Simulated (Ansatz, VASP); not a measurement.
## One calculation of Al, two programs

Contents of INCAR:

```
PREC = Accurate
ENCUT = 520
EDIFF = 1E-8
ISMEAR = -1
SIGMA = 0.05
LREAL = False
LASPH = True
NELM = 100
ALGO = Normal
ISIF = 2
LWAVE = False
LCHARG = False
GGA = PS
LEFG = True
NBANDS = 8
```

KPOINTS

```
regular mesh
0
Gamma
  14 14 14
```

Contents of POSCAR:

```
Al
1.0
    0.0000000000      2.0636759603      2.0636759603
    2.0636759603      0.0000000000      2.0636759603
    2.0636759603      2.0636759603      0.0000000000
Al
1
Direct
    0.0000000000      0.0000000000      0.0000000000
```

Input for Ansatz:

```yaml
crystal:
  lattice:
    - [0.0, 2.0636759603, 2.0636759603]
    - [2.0636759603, 0.0, 2.0636759603]
    - [2.0636759603, 2.0636759603, 0.0]
  atoms:
    - { symbol: Al, position: [0.0, 0.0, 0.0] }
kpoints:
  mp_grid: { grid: [14, 14, 14] }
scf:
  occupations: { method: fermi_dirac, width: 0.05 }
hamiltonian:
  xc: pbesol
  pseudopotentials: { kind: paw }
output:
  forces: true
  stress: true
  eigenvalues: true
  efg: { contact_densities: true }
```

Change from the starting cell: volume scaled by 1.06, PAW files.

Alike in both runs: task electric field gradients; functional PBEsol; k mesh 14 × 14 × 14; occupations fermi-dirac, width 0.05 eV; no spin polarisation.

|  | VASP | Ansatz |
| --- | --- | --- |
| version | VASP 6.6.1 | Ansatz 0.2.0 |
| potentials or method | VASP PAW PBE potentials, release 64 (Al) | PAW with Ansatz's default frozen-core files, scalar-relativistic |
| plane-wave cutoff (eV) | 520 | 420 |
| valence electrons in the cell | 3 | 3 |

|  | VASP | Ansatz | Ansatz less VASP |
| --- | --- | --- | --- |
| pressure (GPa) | -5.7 | -5.7 | -0.03 |
| Vzz of the field gradient on the site that differs most (V/Å²) | 0.0 | 0.0 | 0.00 |

Caveats: the PAW data sets were made with another functional, which shifts forces and pressure a little (VASP).
